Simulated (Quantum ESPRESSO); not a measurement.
**CdS (Greenockite) in Quantum ESPRESSO: the effect of target pressure**

CdS (Greenockite):

```
CELL_PARAMETERS angstrom
4.15000 0.00000 0.00000
-2.07500 3.59401 0.00000
0.00000 0.00000 6.73700
ATOMIC_POSITIONS crystal
Cd 0.66667 0.33333 0.50000
Cd 0.33333 0.66667 0.00000
S 0.66667 0.33333 0.87500
S 0.33333 0.66667 0.37500
```

Alike in all runs:

| Property | Result |
| --- | --- |
| Program | Quantum ESPRESSO 7.5 |
| Task | phonons |
| Functional | PBE |
| Potentials or basis | GBRV 1.5 PBE |
| Cutoff | 612 eV |
| Density cutoff | 4898 eV |
| k mesh | 4 × 4 × 2, shifted |
| Occupations | fermi-dirac, width 0.05 eV |
| Spin | no spin polarisation |

Each run relaxes the cell or the atoms first.

| target pressure | relaxed volume (Å³/atom) | highest phonon frequency (cm⁻¹) |
| --- | --- | --- |
| 0 GPa | 26.22 | 281 |
| 10 GPa | 22.79 | 342 |
| 25 GPa | ? | ? |
| 50 GPa | 16.77 | 538 |
| 80 GPa | 12.93 | 460 |

Q: What does the run with target pressure 25 GPa give?

A: Relaxed volume 19.90 Å³/atom; highest phonon frequency 428 cm⁻¹.

Worked out: A parabola through the other rows of the relaxed volume, of slope -0.186 Å³/atom per GPa there, gives 20.51 Å³/atom, against the run's 19.90. A parabola through the other rows of the highest phonon frequency, of slope 5.22 cm⁻¹ per GPa there, gives 458 cm⁻¹, against the run's 428.

Caveats: all runs use coarse meshes; the cell is more than 3 GPa from zero pressure, which shifts response properties (some runs); the mesh is thin for the phonons of a metal (some runs); some modes are imaginary (some runs); the volume moved by over 15 % at a fixed basis, so the end points are rough (some runs).
